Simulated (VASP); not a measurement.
# C (Fd-3m) in VASP: a series of runs

One crystal, C, is run at these levels: PBE; tasks: relaxation of cell and atoms.

All numbers are computed with VASP 6.6.1; they aren't measurements. Logs are shortened: lines on timing, memory, paths and dates and some standing lists are left out, and cuts for length are marked.

## Step 1: Starting point

Symmetry: Fd-3m, No. 227, cubic system. Conventional cell: a = 3.567 Å, b = 3.567 Å, c = 3.567 Å, α = 90.00°, β = 90.00°, γ = 90.00°. C (site symmetry -43m) has 4 C at 1.54 Å as nearest neighbours.

This isn't the form of C at room conditions, which is graphite.

## Step 2: Relaxation of cell and atoms, PBE

INCAR

```
SYSTEM = C
PREC = Accurate ; ENCUT = 520
EDIFF = 1E-7 ; ISMEAR = 0
SIGMA = 0.02 ; LREAL = .False.
LASPH = .True. ; NELM = 80
ALGO = Normal ; ISIF = 3
LWAVE = .False. ; LCHARG = .False.
GGA = PE ; IBRION = 2
NSW = 80 ; EDIFFG = -0.002
KPAR = 4
```

KPOINTS

```
regular mesh
0
Gamma
  14 14 14
  0 0 0
```

POSCAR

```
C
1.0
    0.0000000000      1.7833700000      1.7833700000
    1.7833700000      0.0000000000      1.7833700000
    1.7833700000      1.7833700000      0.0000000000
C
2
Direct
    0.0000000000      0.0000000000      0.0000000000
    0.2500000000      0.2500000000      0.2500000000
```

Potentials or basis: VASP PAW PBE potentials, release 64 (C).

The run is started by

```sh
cat potpaw_PBE.64/C/POTCAR > POTCAR
mpirun -np 4 vasp_std > vasp.out
```

OUTCAR:

```text
SYSTEM = C
   PREC = Accurate
   ENCUT = 520
   EDIFF = 1E-7
   ISMEAR = 0
   LREAL = .False.
   LASPH = .True.
   NELM = 80
   ISIF = 3
   GGA = PE
   IBRION = 2
   NSW = 80
   EDIFFG = -0.002

 ion  position               nearest neighbor table
   1  0.000  0.000  0.000-   2 1.54   2 1.54   2 1.54   2 1.54
   2  0.250  0.250  0.250-   1 1.54   1 1.54   1 1.54   1 1.54

  LATTYP: Found a face centered cubic cell.
 ALAT       =     3.5667400000

  Lattice vectors:

 A1 = (   0.0000000000,   1.7833700000,   1.7833700000)
 A2 = (   1.7833700000,   0.0000000000,   1.7833700000)
 A3 = (   1.7833700000,   1.7833700000,   0.0000000000)

Analysis of symmetry for initial positions (statically):
=====================================================================
 Subroutine PRICEL returns:
 Original cell was already a primitive cell.

 Routine SETGRP: Setting up the symmetry group for a
 face centered cubic supercell.

 Subroutine GETGRP returns: Found 48 space group operations
 (whereof 24 operations were pure point group operations)
 out of a pool of 48 trial point group operations.

The static configuration has the point symmetry T_d .
 The point group associated with its full space group is O_h .

Analysis of symmetry for dynamics (positions and initial velocities):
=====================================================================
 Subroutine PRICEL returns:
 Original cell was already a primitive cell.

 Routine SETGRP: Setting up the symmetry group for a
 face centered cubic supercell.

 Subroutine GETGRP returns: Found 48 space group operations
 (whereof 24 operations were pure point group operations)
 out of a pool of 48 trial point group operations.

The dynamic configuration has the point symmetry T_d .
 The point group associated with its full space group is O_h .

 Subroutine INISYM returns: Found 48 space group operations
 (whereof 24 operations are pure point group operations),
 and found     1 'primitive' translations

----------------------------------------------------------------------------------------

                                     Primitive cell

  volume of cell :      11.3437

  direct lattice vectors                    reciprocal lattice vectors
     0.000000000  1.783370000  1.783370000    -0.280368067  0.280368067  0.280368067
     1.783370000  0.000000000  1.783370000     0.280368067 -0.280368067  0.280368067
     1.783370000  1.783370000  0.000000000     0.280368067  0.280368067 -0.280368067

  length of vectors
     2.522066041  2.522066041  2.522066041     0.485611737  0.485611737  0.485611737

  position of ions in fractional coordinates (direct lattice)
     0.000000000  0.000000000  0.000000000
     0.250000000  0.250000000  0.250000000

  ion indices of the primitive-cell ions
   primitive index   ion index
                 1           1
                 2           2

----------------------------------------------------------------------------------------

 KPOINTS: regular mesh

Automatic generation of k-mesh.
 Grid dimensions read from file:
 generate k-points for:   14   14   14

 Generating k-lattice:

  Cartesian coordinates                     Fractional coordinates (reciprocal lattice)
    -0.020026291  0.020026291  0.020026291     0.071428571  0.000000000  0.000000000
     0.020026291 -0.020026291  0.020026291     0.000000000  0.071428571  0.000000000
     0.020026291  0.020026291 -0.020026291     0.000000000  0.000000000  0.071428571

  Length of vectors
     0.034686553  0.034686553  0.034686553

  Shift w.r.t. Gamma in fractional coordinates (k-lattice)
     0.000000000  0.000000000  0.000000000

 Subroutine IBZKPT returns following result:
 ===========================================

 Found    104 irreducible k-points:

 Following reciprocal coordinates:
            Coordinates               Weight
  0.000000  0.000000  0.000000      1.000000
  0.071429  0.000000  0.000000      8.000000
  0.142857  0.000000  0.000000      8.000000
  0.214286  0.000000  0.000000      8.000000
  0.285714  0.000000  0.000000      8.000000
  0.357143  0.000000  0.000000      8.000000
[... 16 lines left out ...]
  0.214286  0.142857  0.000000     24.000000
  0.285714  0.142857  0.000000     24.000000
 [... further k-points ...]
   k-points           NKPTS =    104   k-points in BZ     NKDIM =    104   number of bands    NBANDS=      8
   number of dos      NEDOS =    301   number of ions     NIONS =      2
   total plane-waves  NPLWV =   8000
   dimension x,y,z NGX =    20 NGY =   20 NGZ =   20
   dimension x,y,z NGXF=    40 NGYF=   40 NGZF=   40
   ions per type =               2
   NGX,Y,Z   is equivalent  to a cutoff of  13.18, 13.18, 13.18 a.u.
   NGXF,Y,Z  is equivalent  to a cutoff of  26.37, 26.37, 26.37 a.u.
 SYSTEM =  C
   PREC   = accura    normal or accurate (medium, high low for compatibility)
   ISTART =      0    job   : 0-new  1-cont  2-samecut
   ICHARG =      2    charge: 1-file 2-atom 10-const
   ISPIN  =      1    spin polarized calculation?
   LNONCOLLINEAR =      F non collinear calculations
   LSORBIT =      F    spin-orbit coupling
   LASPH  =      T    aspherical Exc in radial PAW
   ENCUT  =  520.0 eV  38.22 Ry    6.18 a.u.   4.69  4.69  4.69*2*pi/ulx,y,z
   NELM   =     80;   NELMIN=  2; NELMDL= -5     # of ELM steps
   EDIFF  = 0.1E-06   stopping-criterion for ELM
   LREAL  =      F    real-space projection
   EDIFFG = -.2E-02   stopping-criterion for IOM
   NSW    =     80    number of steps for IOM
   IBRION =      2    ionic relax: 0-MD 1-quasi-New 2-CG
   NFREE  =      1    steps in history (QN), initial steepest desc. (CG)
   ISIF   =      3    stress and relaxation
   ISYM   =      2    0-nonsym 1-usesym 2-fastsym
   POTIM  = 0.5000    time-step for ionic-motion
   TEBEG  =    0.0;   TEEND  =   0.0 temperature during run
   PSTRESS=    0.0 pullay stress
   NELECT =       8.0000    total number of electrons
   NUPDOWN=      -1.0000    fix difference up-down
   EMIN   =  10.00;   EMAX   =-10.00  energy-range for DOS
   EFERMI =   0.00;   METHOD = LEGACY
   ISMEAR =     0;   SIGMA  =   0.02  broadening in eV -4-tet -1-fermi 0-gaus
   EFERMI_NEDOS =   21; number of points for ismear=-14 and -15
   IALGO  =     38    algorithm
   IMIX   =      4    mixing-type and parameters
     AMIX     =   0.40;   BMIX     =  1.00
     AMIX_MAG =   1.60;   BMIX_MAG =  1.00
  volume/ion in A,a.u.               =       5.67        38.28
  Fermi-wavevector in a.u.,A,eV,Ry     =   1.457203  2.753714 28.891161  2.123440
  Thomas-Fermi vector in A             =   2.574032
   LORBIT       =      0    0 simple, 1 ext, 2 COOP (PROOUT), +10 PAW based schemes
   GGA     = PE    functional components
   LHFCALC =     F    Hartree Fock is set to
   AEXX    =    0.0000 exact exchange contribution
   IVDW    =     0    specifies the selected vdW correction
   LEPSILON=     F    determine dielectric tensor
   LRPA    =     F    only Hartree local field effects (RPA)
 conjugate gradient relaxation of ions
 non-spin polarized calculation
 Gauss-broadening in eV      SIGMA  =   0.02
  energy-cutoff  :      520.00
  volume of cell :       11.34
 maximum number of plane-waves:       316
   NGX =  9   NGY =  9   NGZ =  9

--------------------------------------- Ionic step        1  -------------------------------------------

 number of electron       7.9999999 magnetization

 Free energy of the ion-electron system (eV)
  ---------------------------------------------------
  ext. energy  EPLUGINS =         0.00000000
  ---------------------------------------------------
  free energy    TOTEN  =       -18.18526904 eV

  energy without entropy =      -18.18526904  energy(sigma->0) =      -18.18526904

------------------------ aborting loop because EDIFF is reached ----------------------------------------

  FORCE on cell =-STRESS in cart. coord.  units (eV):
  Direction    XX          YY          ZZ          XY          YZ          ZX
  --------------------------------------------------------------------------------------
  -------------------------------------------------------------------------------------
  Total        0.1739383      0.1739383      0.1739383      0.0000000      0.0000000      0.0000000
  in kB       24.5669637     24.5669637     24.5669637      0.0000000      0.0000000      0.0000000
  external PRESSURE =      24.5669637 kB  Pullay stress =       0.0000000 kB
[... 57 lines left out ...]
  energy  without entropy=      -18.1850146972  energy(sigma->0) =      -18.18501470

--------------------------------------- Ionic step        3  -------------------------------------------

 number of electron       7.9999999 magnetization

 Free energy of the ion-electron system (eV)
  ---------------------------------------------------
  ext. energy  EPLUGINS =         0.00000000
  ---------------------------------------------------
  free energy    TOTEN  =       -18.18575485 eV

  energy without entropy =      -18.18575485  energy(sigma->0) =      -18.18575485

 E-fermi :   9.8348     XC(G=0): -13.2227

 val. band max:        9.6490824521   @ k =   0.0000   0.0000   0.0000
 cond. band min:      13.7659572421   @ k =   0.3571   0.3571   0.0000
 fundamental gap:      4.1168747900
 Fermi energy:         9.8347945464

 k-point     1 :       0.0000    0.0000    0.0000
  band No.  band energies     occupation
      1     -11.7530      2.00000
      2       9.6491      2.00000
      3       9.6491      2.00000
      4       9.6491      2.00000
      5      15.2234      0.00000
      6      15.2234      0.00000
      7      15.2234      0.00000
      8      22.8527      0.00000
[... 243 lines left out ...]
 k-point    24 :       0.2857    0.1429    0.0000
  band No.  band energies     occupation
      1      -9.7091      2.00000
      2       3.6532      2.00000
      3       6.3504      2.00000
      4       7.0623      2.00000
      5      15.5451      0.00000
      6      19.5693      0.00000
      7      19.6806      0.00000
      8      21.9823      0.00000

 [... further k-points ...]

------------------------ aborting loop because EDIFF is reached ----------------------------------------

  FORCE on cell =-STRESS in cart. coord.  units (eV):
  Direction    XX          YY          ZZ          XY          YZ          ZX
  --------------------------------------------------------------------------------------
  -------------------------------------------------------------------------------------
  Total        0.0007255      0.0007255      0.0007255     -0.0000000     -0.0000000      0.0000000
  in kB        0.1018932      0.1018932      0.1018932     -0.0000000     -0.0000000      0.0000000
  external PRESSURE =       0.1018932 kB  Pullay stress =       0.0000000 kB
[... 17 lines left out ...]
  FREE ENERGIE OF THE ION-ELECTRON SYSTEM (eV)
  ---------------------------------------------------
  free  energy   TOTEN  =       -18.1857548466 eV

  energy  without entropy=      -18.1857548466  energy(sigma->0) =      -18.18575485

 reached required accuracy - stopping structural energy minimisation
```

Run time: 4.4 s. Hardware: 4 MPI ranks of Intel Xeon Platinum 8488C (Sapphire Rapids), shared host; peak memory 0.12 GiB.

Results:

```yaml
Free_energy: -18.1858 eV
Relaxed_volume: 5.70 Å³/atom
Relaxed_cell: a = 2.527 Å, b = 2.527 Å, c = 2.527 Å, α = 60.00°, β = 60.00°, γ = 60.00°
Space_group_after_relaxing_to_0.05_Å: Fd-3m (No. 227)
Energy_gained_by_relaxing: 0.2 meV/atom
Ionic_steps: 3
Pressure_after_relaxing: 0.0 GPa
Band_gap_on_the_k_mesh: 4.12 eV, indirect (least direct gap 5.57 eV)
```

The path:
```
step  energy change (eV)  largest force (eV/Å)  pressure (GPa)  volume (Å³)
   1              0.0000                0.0000            2.46        11.34
   2              0.0003                0.0000           -2.96        11.49
   3             -0.0005                0.0000            0.01        11.41
```

Final structure:
```
C
1.0
     0.00000    1.78671    1.78671
     1.78671    0.00000    1.78671
     1.78671    1.78671    0.00000
C
2
Cartesian
  0.0000 0.0000 0.0000
  0.8934 0.8934 0.8934
```

## Step 3: Relaxation of cell and atoms, PBE

This run uses another cell than the first one, of 5.70 Å³/atom, 1.006 times its volume.

INCAR is that of step 2.

KPOINTS is that of step 2.

POSCAR

```
C                                       
1.0
   -0.0000000000      1.7867095160      1.7867095160
    1.7867095160      0.0000000000      1.7867095160
    1.7867095160      1.7867095160      0.0000000000
  C             
     2
Direct
     0.0000000000000000    0.0000000000000000    0.0000000000000000
     0.2500000000000000    0.2500000000000000    0.2500000000000000
```

Potentials or basis: VASP PAW PBE potentials, release 64 (C).

The run is started by

```sh
cat potpaw_PBE.64/C/POTCAR > POTCAR
mpirun -np 4 vasp_std > vasp.out
```

OUTCAR:

```text
SYSTEM = C
   PREC = Accurate
   ENCUT = 520
   EDIFF = 1E-7
   ISMEAR = 0
   LREAL = .False.
   LASPH = .True.
   NELM = 80
   ISIF = 3
   GGA = PE
   IBRION = 2
   NSW = 80
   EDIFFG = -0.002

 ion  position               nearest neighbor table
   1  0.000  0.000  0.000-   2 1.55   2 1.55   2 1.55   2 1.55
   2  0.250  0.250  0.250-   1 1.55   1 1.55   1 1.55   1 1.55

  LATTYP: Found a face centered cubic cell.
 ALAT       =     3.5734190320

  Lattice vectors:

 A1 = (   0.0000000000,   1.7867095160,   1.7867095160)
 A2 = (   1.7867095160,   0.0000000000,   1.7867095160)
 A3 = (   1.7867095160,   1.7867095160,   0.0000000000)

Analysis of symmetry for initial positions (statically):
=====================================================================
 Subroutine PRICEL returns:
 Original cell was already a primitive cell.

 Routine SETGRP: Setting up the symmetry group for a
 face centered cubic supercell.

 Subroutine GETGRP returns: Found 48 space group operations
 (whereof 24 operations were pure point group operations)
 out of a pool of 48 trial point group operations.

The static configuration has the point symmetry T_d .
 The point group associated with its full space group is O_h .

Analysis of symmetry for dynamics (positions and initial velocities):
=====================================================================
 Subroutine PRICEL returns:
 Original cell was already a primitive cell.

 Routine SETGRP: Setting up the symmetry group for a
 face centered cubic supercell.

 Subroutine GETGRP returns: Found 48 space group operations
 (whereof 24 operations were pure point group operations)
 out of a pool of 48 trial point group operations.

The dynamic configuration has the point symmetry T_d .
 The point group associated with its full space group is O_h .

 Subroutine INISYM returns: Found 48 space group operations
 (whereof 24 operations are pure point group operations),
 and found     1 'primitive' translations

[... 120 lines left out ...]
   LHFCALC =     F    Hartree Fock is set to
   AEXX    =    0.0000 exact exchange contribution
   IVDW    =     0    specifies the selected vdW correction
   LEPSILON=     F    determine dielectric tensor
   LRPA    =     F    only Hartree local field effects (RPA)
 conjugate gradient relaxation of ions
 non-spin polarized calculation
 Gauss-broadening in eV      SIGMA  =   0.02
  energy-cutoff  :      520.00
  volume of cell :       11.41
 maximum number of plane-waves:       331
   NGX =  9   NGY =  9   NGZ =  9

 number of electron       7.9999999 magnetization

 Free energy of the ion-electron system (eV)
  ---------------------------------------------------
  ext. energy  EPLUGINS =         0.00000000
  ---------------------------------------------------
  free energy    TOTEN  =       -18.18583713 eV

  energy without entropy =      -18.18583713  energy(sigma->0) =      -18.18583713

 E-fermi :   9.8348     XC(G=0): -13.2227

 val. band max:        9.6488733463   @ k =   0.0000   0.0000   0.0000
 cond. band min:      13.7659322375   @ k =   0.3571   0.3571   0.0000
 fundamental gap:      4.1170588911
 Fermi energy:         9.8348422451

 k-point     1 :       0.0000    0.0000    0.0000
  band No.  band energies     occupation
      1     -11.7530      2.00000
      2       9.6489      2.00000
      3       9.6489      2.00000
      4       9.6489      2.00000
      5      15.2235      0.00000
      6      15.2235      0.00000
      7      15.2235      0.00000
      8      22.8525      0.00000
[... 243 lines left out ...]
 k-point    24 :       0.2857    0.1429    0.0000
  band No.  band energies     occupation
      1      -9.7091      2.00000
      2       3.6532      2.00000
      3       6.3505      2.00000
      4       7.0623      2.00000
      5      15.5451      0.00000
      6      19.5693      0.00000
      7      19.6807      0.00000
      8      21.9823      0.00000

 [... further k-points ...]

------------------------ aborting loop because EDIFF is reached ----------------------------------------

  FORCE on cell =-STRESS in cart. coord.  units (eV):
  Direction    XX          YY          ZZ          XY          YZ          ZX
  --------------------------------------------------------------------------------------
  -------------------------------------------------------------------------------------
  Total       -0.0003651     -0.0003651     -0.0003651      0.0000000      0.0000000     -0.0000000
  in kB       -0.0512845     -0.0512845     -0.0512845      0.0000000      0.0000000     -0.0000000
  external PRESSURE =      -0.0512845 kB  Pullay stress =       0.0000000 kB

 VOLUME and BASIS-vectors are now :
 -----------------------------------------------------------------------------
  energy-cutoff  :      520.00
  volume of cell :       11.41
      direct lattice vectors                 reciprocal lattice vectors
     0.000000000  1.786709516  1.786709516    -0.279844035  0.279844035  0.279844035
     1.786709516  0.000000000  1.786709516     0.279844035 -0.279844035  0.279844035
     1.786709516  1.786709516  0.000000000     0.279844035  0.279844035 -0.279844035

 POSITION                                       TOTAL-FORCE (eV/Angst)
 -----------------------------------------------------------------------------------
      0.00000      0.00000      0.00000        -0.000000     -0.000000     -0.000000
      0.89335      0.89335      0.89335         0.000000      0.000000      0.000000
 -----------------------------------------------------------------------------------
    total drift:                                0.000000      0.000000      0.000000

  FREE ENERGIE OF THE ION-ELECTRON SYSTEM (eV)
  ---------------------------------------------------
  free  energy   TOTEN  =       -18.1858371288 eV

  energy  without entropy=      -18.1858371288  energy(sigma->0) =      -18.18583713

 reached required accuracy - stopping structural energy minimisation
```

Wall time 2.4 s (4 MPI ranks of Intel Xeon Platinum 8488C (Sapphire Rapids), shared host); peak memory 0.11 GiB.

Results:

- Free energy: -18.1858 eV
- Pressure after relaxing: 0.0 GPa
- Band gap on the k mesh: 4.12 eV, indirect (least direct gap 5.57 eV)

Final structure:
```cif
data_structure
_symmetry_space_group_name_H-M 'P 1'
_symmetry_Int_Tables_number 1
_cell_length_a 2.5268
_cell_length_b 2.5268
_cell_length_c 2.5268
_cell_angle_alpha 60.000
_cell_angle_beta 60.000
_cell_angle_gamma 60.000
_cell_volume 11.41
loop_
_atom_site_label
_atom_site_type_symbol
_atom_site_fract_x
_atom_site_fract_y
_atom_site_fract_z
_atom_site_occupancy
C1 C 0.00000 0.00000 0.00000 1
C2 C 0.25000 0.25000 0.25000 1
```

Levels at points of the mesh, in eV from the valence-band top:
```
           k point  band 1  band 2  band 3  band 4  band 5  band 6  band 7  band 8
(0.00, 0.00, 0.00)  -21.40    0.00    0.00    0.00    5.57    5.57    5.57   13.20
(0.50, 0.00, 0.00)  -15.66  -13.31   -2.79   -2.79    8.44    8.44    8.77   15.65
(0.50, 0.50, 0.00)  -12.72  -12.72   -6.26   -6.26    4.75    4.75   16.72   16.72
```

Caveat: the relaxation stopped at its first step, so nothing moved. As with any semilocal functional, this PBE gap is likely too small.
